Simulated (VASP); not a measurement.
# Bi (Im-3m) in VASP: notebook

The runs below take Bi through single point, with r2SCAN.

Program: VASP 6.6.1. These are calculated values, not measurements. Logs are shortened: lines on timing, memory, paths and dates and some standing lists are left out, and cuts for length are marked.

### 1 Starting point

It takes space group Im-3m (No. 229, cubic). The conventional cell has a = 3.960 Å, b = 3.960 Å, c = 3.960 Å, α = 90.00°, β = 90.00°, γ = 90.00°. Bi (site symmetry m-3m) is surrounded by 8 Bi at 3.43 Å.

This isn't the form of Bi at room conditions, which is rhombohedral.

### 2 Single point, r2SCAN (cell and atoms relaxed tightly for response)

POSCAR

```
Bi
1.0
   -1.9828555267      1.9828555267      1.9828555267
    1.9828555267     -1.9828555267      1.9828555267
    1.9828555267      1.9828555267     -1.9828555267
Bi
1
Direct
    0.0000000000      0.0000000000      0.0000000000
```

INCAR.step1

```
SYSTEM = Bi
ALGO = Normal ; EDIFF = 1E-4
ENCUT = 520 ; GGA = PE
ISMEAR = -1 ; LASPH = .TRUE.
LCHARG = .FALSE. ; LREAL = .FALSE.
LWAVE = .TRUE. ; NBANDS = 14
NELM = 100 ; PREC = Accurate
SIGMA = 0.15
```

INCAR.step2

```
SYSTEM = Bi
ALGO = Normal ; EDIFF = 1E-7
ENCUT = 520 ; ISIF = 2
ISMEAR = -1 ; ISTART = 1
LASPH = .TRUE. ; LCHARG = .FALSE.
LMIXTAU = .TRUE. ; LREAL = .FALSE.
LWAVE = .FALSE. ; METAGGA = R2SCAN
NBANDS = 14 ; NELM = 100
PREC = Accurate ; SIGMA = 0.15
```

KPOINTS

```
k-points
0
G
  16 16 16
  0 0 0
```

Potentials or basis: VASP PAW PBE potentials, release 64 (Bi_d).

Started as:

```bash
$ cat potpaw_PBE.64/Bi_d/POTCAR > POTCAR
$ cp INCAR.step1 INCAR
$ mpirun -np 1 vasp_std > vasp.out
$ cp INCAR.step2 INCAR
$ mpirun -np 1 vasp_std > vasp.out
```

OUTCAR:

```text
SYSTEM = Bi
   EDIFF = 1E-7
   ENCUT = 520
   ISIF = 2
   ISMEAR = -1
   ISTART = 1
   LASPH = .TRUE.
   LREAL = .FALSE.
   METAGGA = R2SCAN
   NELM = 100
   PREC = Accurate

 ion  position               nearest neighbor table
   1  0.000  0.000  0.000-

  LATTYP: Found a body centered cubic cell.
 ALAT       =     3.9657110534

  Lattice vectors:

 A1 = (  -1.9828555267,   1.9828555267,   1.9828555267)
 A2 = (   1.9828555267,  -1.9828555267,   1.9828555267)
 A3 = (   1.9828555267,   1.9828555267,  -1.9828555267)

Analysis of symmetry for initial positions (statically):
=====================================================================
 Subroutine PRICEL returns:
 Original cell was already a primitive cell.

 Routine SETGRP: Setting up the symmetry group for a
 body centered cubic supercell.

 Subroutine GETGRP returns: Found 48 space group operations
 (whereof 48 operations were pure point group operations)
 out of a pool of 48 trial point group operations.

The static configuration has the point symmetry O_h .

Analysis of symmetry for dynamics (positions and initial velocities):
=====================================================================
 Subroutine PRICEL returns:
 Original cell was already a primitive cell.

 Routine SETGRP: Setting up the symmetry group for a
 body centered cubic supercell.

 Subroutine GETGRP returns: Found 48 space group operations
 (whereof 48 operations were pure point group operations)
 out of a pool of 48 trial point group operations.

The dynamic configuration has the point symmetry O_h .

 Subroutine INISYM returns: Found 48 space group operations
 (whereof 48 operations are pure point group operations),
 and found     1 'primitive' translations

----------------------------------------------------------------------------------------

                                     Primitive cell

  volume of cell :      31.1841

  direct lattice vectors                    reciprocal lattice vectors
    -1.982855527  1.982855527  1.982855527     0.000000000  0.252161589  0.252161589
     1.982855527 -1.982855527  1.982855527     0.252161589  0.000000000  0.252161589
     1.982855527  1.982855527 -1.982855527     0.252161589  0.252161589  0.000000000

  length of vectors
     3.434406516  3.434406516  3.434406516     0.356610339  0.356610339  0.356610339

  position of ions in fractional coordinates (direct lattice)
     0.000000000  0.000000000  0.000000000

  ion indices of the primitive-cell ions
   primitive index   ion index
                 1           1

----------------------------------------------------------------------------------------

 KPOINTS: k-points

Automatic generation of k-mesh.
 Grid dimensions read from file:
 generate k-points for:   16   16   16

 Generating k-lattice:

  Cartesian coordinates                     Fractional coordinates (reciprocal lattice)
     0.000000000  0.015760099  0.015760099     0.062500000  0.000000000  0.000000000
     0.015760099  0.000000000  0.015760099     0.000000000  0.062500000  0.000000000
     0.015760099  0.015760099  0.000000000     0.000000000  0.000000000  0.062500000

  Length of vectors
     0.022288146  0.022288146  0.022288146

  Shift w.r.t. Gamma in fractional coordinates (k-lattice)
     0.000000000  0.000000000  0.000000000

 Subroutine IBZKPT returns following result:
 ===========================================

 Found    145 irreducible k-points:

 Following reciprocal coordinates:
            Coordinates               Weight
  0.000000  0.000000  0.000000      1.000000
  0.062500  0.000000  0.000000     12.000000
  0.125000  0.000000  0.000000     12.000000
  0.187500  0.000000  0.000000     12.000000
  0.250000  0.000000  0.000000     12.000000
  0.312500  0.000000  0.000000     12.000000
[... 16 lines left out ...]
  0.187500  0.187500  0.000000     24.000000
  0.250000  0.187500  0.000000     48.000000
 [... further k-points ...]
   k-points           NKPTS =    145   k-points in BZ     NKDIM =    145   number of bands    NBANDS=     14
   number of dos      NEDOS =    301   number of ions     NIONS =      1
   total plane-waves  NPLWV =  21952
   dimension x,y,z NGX =    28 NGY =   28 NGZ =   28
   dimension x,y,z NGXF=    56 NGYF=   56 NGZF=   56
   ions per type =               1
   NGX,Y,Z   is equivalent  to a cutoff of  13.55, 13.55, 13.55 a.u.
   NGXF,Y,Z  is equivalent  to a cutoff of  27.11, 27.11, 27.11 a.u.
 SYSTEM =  Bi
   PREC   = accura    normal or accurate (medium, high low for compatibility)
   ISTART =      1    job   : 0-new  1-cont  2-samecut
   ICHARG =      0    charge: 1-file 2-atom 10-const
   ISPIN  =      1    spin polarized calculation?
   LNONCOLLINEAR =      F non collinear calculations
   LSORBIT =      F    spin-orbit coupling
   LASPH  =      T    aspherical Exc in radial PAW
   ENCUT  =  520.0 eV  38.22 Ry    6.18 a.u.   6.39  6.39  6.39*2*pi/ulx,y,z
   NELM   =    100;   NELMIN=  2; NELMDL=  0     # of ELM steps
   EDIFF  = 0.1E-06   stopping-criterion for ELM
   LREAL  =      F    real-space projection
   EDIFFG = 0.1E-05   stopping-criterion for IOM
   NSW    =      0    number of steps for IOM
   IBRION =     -1    ionic relax: 0-MD 1-quasi-New 2-CG
   NFREE  =      0    steps in history (QN), initial steepest desc. (CG)
   ISIF   =      2    stress and relaxation
   ISYM   =      2    0-nonsym 1-usesym 2-fastsym
   POTIM  = 0.5000    time-step for ionic-motion
   TEBEG  =    0.0;   TEEND  =   0.0 temperature during run
   PSTRESS=    0.0 pullay stress
   NELECT =      15.0000    total number of electrons
   NUPDOWN=      -1.0000    fix difference up-down
   EMIN   =  10.00;   EMAX   =-10.00  energy-range for DOS
   EFERMI =   0.00;   METHOD = LEGACY
   ISMEAR =    -1;   SIGMA  =   0.15  broadening in eV -4-tet -1-fermi 0-gaus
   EFERMI_NEDOS =   21; number of points for ismear=-14 and -15
   IALGO  =     38    algorithm
   IMIX   =      4    mixing-type and parameters
     AMIX     =   0.40;   BMIX     =  1.00
     AMIX_MAG =   1.60;   BMIX_MAG =  1.00
  volume/ion in A,a.u.               =      31.18       210.44
  Fermi-wavevector in a.u.,A,eV,Ry     =   1.282707  2.423965 22.386177  1.645338
  Thomas-Fermi vector in A             =   2.415003
   LORBIT       =      0    0 simple, 1 ext, 2 COOP (PROOUT), +10 PAW based schemes
   METAGGA = R2SCAN    functional components
   LHFCALC =     F    Hartree Fock is set to
   AEXX    =    0.0000 exact exchange contribution
   IVDW    =     0    specifies the selected vdW correction
   LEPSILON=     F    determine dielectric tensor
   LRPA    =     F    only Hartree local field effects (RPA)
 non-spin polarized calculation
  energy-cutoff  :      520.00
  volume of cell :       31.18
 maximum number of plane-waves:       887
 NGX is ok and might be reduce to    28
   NGX = 13   NGY = 13   NGZ = 13

 number of electron      14.9999995 magnetization

 Free energy of the ion-electron system (eV)
  ---------------------------------------------------
  ext. energy  EPLUGINS =         0.00000000
  ---------------------------------------------------
  free energy    TOTEN  =       -58.29341332 eV

  energy without entropy =      -58.24618223  energy(sigma->0) =      -58.26979778

 E-fermi :   7.8047     XC(G=0): -11.0520

 val. band max:        7.7377025377   @ k =  -0.4375   0.5000   0.1250
 cond. band min:       7.8243421229   @ k =  -0.2500   0.3750   0.1250
 fundamental gap:      0.0866395852
 Fermi energy:         7.8046867662

 k-point     1 :       0.0000    0.0000    0.0000
  band No.  band energies     occupation
      1     -15.9369      2.00000
      2     -15.9369      2.00000
      3     -15.9369      2.00000
      4     -15.7949      2.00000
      5     -15.7949      2.00000
      6      -6.3011      2.00000
      7      13.1343      0.00000
      8      13.1343      0.00000
      9      13.1343      0.00000
     10      17.8992      0.00000
     11      19.0889      0.00000
     12      19.0889      0.00000
     13      19.0889      0.00000
     14      19.9636      0.00000

 k-point     2 :       0.0625    0.0000    0.0000
  band No.  band energies     occupation
      1     -15.9385      2.00000
      2     -15.9339      2.00000
      3     -15.9282      2.00000
      4     -15.7968      2.00000
      5     -15.7952      2.00000
      6      -6.2258      2.00000
      7      12.3512      0.00000
      8      12.8932      0.00000
      9      13.0723      0.00000
     10      18.0974      0.00000
     11      18.5371      0.00000
     12      18.6265      0.00000
     13      18.9562      0.00000
     14      20.3037      0.00000

 k-point     3 :       0.1250    0.0000    0.0000
  band No.  band energies     occupation
      1     -15.9432      2.00000
      2     -15.9261      2.00000
      3     -15.9035      2.00000
      4     -15.8021      2.00000
      5     -15.7963      2.00000
      6      -6.0015      2.00000
      7      10.7116      0.00000
      8      12.2973      0.00000
      9      12.8919      0.00000
     10      17.0887      0.00000
     11      17.8181      0.00000
     12      18.7936      0.00000
     13      19.5847      0.00000
     14      21.1945      0.00000

 k-point     4 :       0.1875    0.0000    0.0000
  band No.  band energies     occupation
      1     -15.9502      2.00000
      2     -15.9159      2.00000
      3     -15.8662      2.00000
      4     -15.8087      2.00000
      5     -15.7979      2.00000
      6      -5.6328      2.00000
      7       8.8714      0.00163
      8      11.5646      0.00000
      9      12.6171      0.00000
     10      16.2115      0.00000
     11      17.1956      0.00000
     12      18.8336      0.00000
     13      20.2339      0.00000
     14      22.4106      0.00000

 k-point     5 :       0.2500    0.0000    0.0000
  band No.  band energies     occupation
      1     -15.9585      2.00000
      2     -15.9074      2.00000
      3     -15.8218      2.00000
      4     -15.8135      2.00000
      5     -15.7998      2.00000
      6      -5.1318      2.00000
      7       7.0607      1.98607
      8      10.8466      0.00000
      9      12.2962      0.00000
     10      15.5213      0.00000
     11      16.6875      0.00000
[... 276 lines left out ...]
 k-point    22 :       0.4375    0.1250    0.0000
  band No.  band energies     occupation
      1     -15.9655      2.00000
      2     -15.8985      2.00000
      3     -15.8101      2.00000
      4     -15.8040      2.00000
      5     -15.7173      2.00000
      6      -2.9372      2.00000
      7       2.7864      2.00000
      8       8.0222      0.37988
      9      10.7545      0.00000
     10      15.3610      0.00000
     11      17.7018      0.00000
     12      20.3019      0.00000
     13      21.4797      0.00000
     14      26.2950      0.00000

 k-point    23 :       0.1875    0.1875    0.0000
  band No.  band energies     occupation
      1     -15.9478      2.00000
      2     -15.9017      2.00000
      3     -15.8195      2.00000
      4     -15.8070      2.00000
      5     -15.7786      2.00000
      6      -4.3928      2.00000
      7       5.7850      2.00000
      8       8.6243      0.00844
      9      11.2086      0.00000
     10      16.4192      0.00000
     11      17.4534      0.00000
     12      20.0893      0.00000
     13      21.2139      0.00000
     14      23.1217      0.00000

 k-point    24 :       0.2500    0.1875    0.0000
  band No.  band energies     occupation
      1     -15.9500      2.00000
      2     -15.8913      2.00000
      3     -15.8173      2.00000
      4     -15.8104      2.00000
      5     -15.7561      2.00000
      6      -3.7974      2.00000
      7       4.7206      2.00000
      8       7.7027      1.32748
      9      10.8750      0.00000
     10      16.2749      0.00000
     11      17.8465      0.00000
     12      20.1810      0.00000
     13      22.4244      0.00000
     14      22.9089      0.00000

 [... further k-points ...]
[... 5 lines left out ...]
  --------------------------------------------------------------------------------------
  -------------------------------------------------------------------------------------
  Total       -0.0040859     -0.0040859     -0.0040859      0.0000000      0.0000000      0.0000000
  in kB       -0.2099238     -0.2099238     -0.2099238      0.0000000      0.0000000      0.0000000
  external PRESSURE =      -0.2099238 kB  Pullay stress =       0.0000000 kB

 VOLUME and BASIS-vectors are now :
 -----------------------------------------------------------------------------
  energy-cutoff  :      520.00
  volume of cell :       31.18
      direct lattice vectors                 reciprocal lattice vectors
    -1.982855527  1.982855527  1.982855527     0.000000000  0.252161589  0.252161589
     1.982855527 -1.982855527  1.982855527     0.252161589  0.000000000  0.252161589
     1.982855527  1.982855527 -1.982855527     0.252161589  0.252161589  0.000000000

 POSITION                                       TOTAL-FORCE (eV/Angst)
 -----------------------------------------------------------------------------------
      0.00000      0.00000      0.00000         0.000000     -0.000000      0.000000
 -----------------------------------------------------------------------------------
    total drift:                               -0.000000     -0.000000     -0.000000

  FREE ENERGIE OF THE ION-ELECTRON SYSTEM (eV)
  ---------------------------------------------------
  free  energy   TOTEN  =       -58.2934133249 eV

  energy  without entropy=      -58.2461822328  energy(sigma->0) =      -58.26979778
```

Wall time 3.1 min (1 thread of Intel Xeon Platinum 8488C (Sapphire Rapids), shared host); peak memory 0.2 GiB.

What came out:

```yaml
Free_energy: -58.2934 eV
Pressure: 0.0 GPa
Band_gap_on_the_k_mesh: none (metal or under the smearing width)
```

Caveat: the PAW data sets were made with another functional, which shifts forces and pressure a little; spin-orbit coupling is left out, which moves the levels of the heavy elements.

### 3 Single point, r2SCAN

POSCAR

```
Bi
1.0
   -1.9801954285      1.9801954285      1.9801954285
    1.9801954285     -1.9801954285      1.9801954285
    1.9801954285      1.9801954285     -1.9801954285
Bi
1
Direct
    0.0000000000      0.0000000000      0.0000000000
```

INCAR.step1

```
SYSTEM = Bi
ALGO = Normal
EDIFF = 1E-4
ENCUT = 520
GGA = PE
ISMEAR = 0
LASPH = .True.
LCHARG = .False.
LREAL = .False.
LWAVE = .True.
NBANDS = 14
NELM = 100
PREC = Accurate
SIGMA = 0.1
```

INCAR.step2

```
SYSTEM = Bi
ALGO = Normal
EDIFF = 1E-6
ENCUT = 520
ISIF = 2
ISMEAR = 0
ISTART = 1
LASPH = .True.
LCHARG = .False.
LMIXTAU = .True.
LREAL = .False.
LWAVE = .False.
METAGGA = R2SCAN
NBANDS = 14
NELM = 100
PREC = Accurate
SIGMA = 0.1
```

KPOINTS

```
k-points
0
Gamma
  16 16 16
  0 0 0
```

Potentials or basis: VASP PAW PBE potentials, release 64 (Bi_d).

Started as:

```bash
$ cat potpaw_PBE.64/Bi_d/POTCAR > POTCAR
$ cp INCAR.step1 INCAR
$ mpirun -np 1 vasp_std > vasp.out
$ cp INCAR.step2 INCAR
$ mpirun -np 1 vasp_std > vasp.out
```

OUTCAR:

```text
SYSTEM = Bi
   EDIFF = 1E-6
   ENCUT = 520
   ISIF = 2
   ISMEAR = 0
   ISTART = 1
   LASPH = .True.
   LREAL = .False.
   METAGGA = R2SCAN
   NELM = 100
   PREC = Accurate

 ion  position               nearest neighbor table
   1  0.000  0.000  0.000-

  LATTYP: Found a body centered cubic cell.
 ALAT       =     3.9603908570

  Lattice vectors:

 A1 = (  -1.9801954285,   1.9801954285,   1.9801954285)
 A2 = (   1.9801954285,  -1.9801954285,   1.9801954285)
 A3 = (   1.9801954285,   1.9801954285,  -1.9801954285)

[... 579 lines left out ...]
      6      -3.7614      2.00000
      7       4.7615      2.00000
      8       7.7496      1.85944
      9      10.9371      0.00000
     10      16.3443      0.00000
     11      17.9134      0.00000
     12      20.2528      0.00000
     13      22.5077      0.00000
     14      22.9796      0.00000

 [... further k-points ...]
[... 5 lines left out ...]
  --------------------------------------------------------------------------------------
  -------------------------------------------------------------------------------------
  Total       -0.0032668     -0.0032668     -0.0032668      0.0000000      0.0000000      0.0000000
  in kB       -0.1685203     -0.1685203     -0.1685203      0.0000000      0.0000000      0.0000000
  external PRESSURE =      -0.1685203 kB  Pullay stress =       0.0000000 kB

 VOLUME and BASIS-vectors are now :
 -----------------------------------------------------------------------------
  energy-cutoff  :      520.00
  volume of cell :       31.06
      direct lattice vectors                 reciprocal lattice vectors
    -1.980195429  1.980195429  1.980195429     0.000000000  0.252500330  0.252500330
     1.980195429 -1.980195429  1.980195429     0.252500330  0.000000000  0.252500330
     1.980195429  1.980195429 -1.980195429     0.252500330  0.252500330  0.000000000

 POSITION                                       TOTAL-FORCE (eV/Angst)
 -----------------------------------------------------------------------------------
      0.00000      0.00000      0.00000        -0.000000      0.000000      0.000000
 -----------------------------------------------------------------------------------
    total drift:                                0.000000     -0.000000      0.000000

  FREE ENERGIE OF THE ION-ELECTRON SYSTEM (eV)
  ---------------------------------------------------
  free  energy   TOTEN  =       -58.2706037295 eV

  energy  without entropy=      -58.2670312425  energy(sigma->0) =      -58.26881749
```

It took 3.7 min on 1 thread of AMD EPYC 7R13 (Zen 3), shared host; peak memory 0.17 GiB.

What came out:

* Free energy: -58.2706 eV
* Pressure: 0.0 GPa
* Band gap on the k mesh: none (metal or under the smearing width)

Caveat: the PAW data sets were made with another functional, which shifts forces and pressure a little; spin-orbit coupling is left out, which moves the levels of the heavy elements.
